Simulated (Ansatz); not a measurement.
Runs of Ansatz 0.2.0 on Ir. It takes space group P6_3/mmc (No. 194, hexagonal). Conventional cell: a = 2.751 Å, b = 2.751 Å, c = 4.462 Å, α = 90.00°, β = 90.00°, γ = 120.00°. Ir (site symmetry -6m2) is surrounded by 12 Ir at 2.74 to 2.75 Å. This isn't the form of Ir at room conditions, which is fcc.

```tsv
task	level	spin	cell	k mesh	smearing	points for each segment of the path	gap on the mesh (eV)	pressure (GPa)	relaxed volume (Å³/atom)
single point	PBE	off	as given	11 × 11 × 6	gaussian 0.028 eV	-	none	-1.4	-
band structure	revPBE	off	as given	11 × 11 × 6	fermi-dirac 0.05 eV	14	none	(b)	-
band structure	RPBE	off	as given	11 × 11 × 6	fermi-dirac 0.05 eV	14	none	2.8	-
single point	PBE	off	as given	11 × 11 × 6	gaussian 0.027 eV	-	none	-1.4	-
phonons	LDA	off	as given	8 × 8 × 5	fermi-dirac 0.05 eV	-	none	-	-
relaxation of cell and atoms	BLYP+D4	off	relaxed	11 × 11 × 6	fermi-dirac 0.05 eV	-	none	0.0	14.48
relaxation of cell and atoms	RPBE	off	relaxed	11 × 11 × 6	fermi-dirac 0.05 eV	-	none	0.0	14.75
band structure	PBEsol	SOC, no magnetisation	as given	8 × 8 × 5	fermi-dirac 0.05 eV	14	none	(a)	-
```

Alike in all rows: potentials or basis Ansatz PAW; cutoff (eV) 420.

Fill in the values left out.

(a) -11.0; (b) 1.6.

Caveats: the PAW data sets come from PBE, with cores solved anew for the run's functional, which leaves a small shift of forces and pressure (some runs); spin-orbit coupling is left out, which moves the levels of the heavy elements (some runs); the plane-wave basis is chosen anew once the cell has moved, so the energies of steps on either side of that aren't comparable (some runs); pairwise dispersion overbinds metals, which lowers pressure and volume (some runs).

A k mesh can miss the band edges, and rows without SOC leave out spin-orbit coupling on Ir.

A gap of «none» marks a metal or a gap under the smearing width.
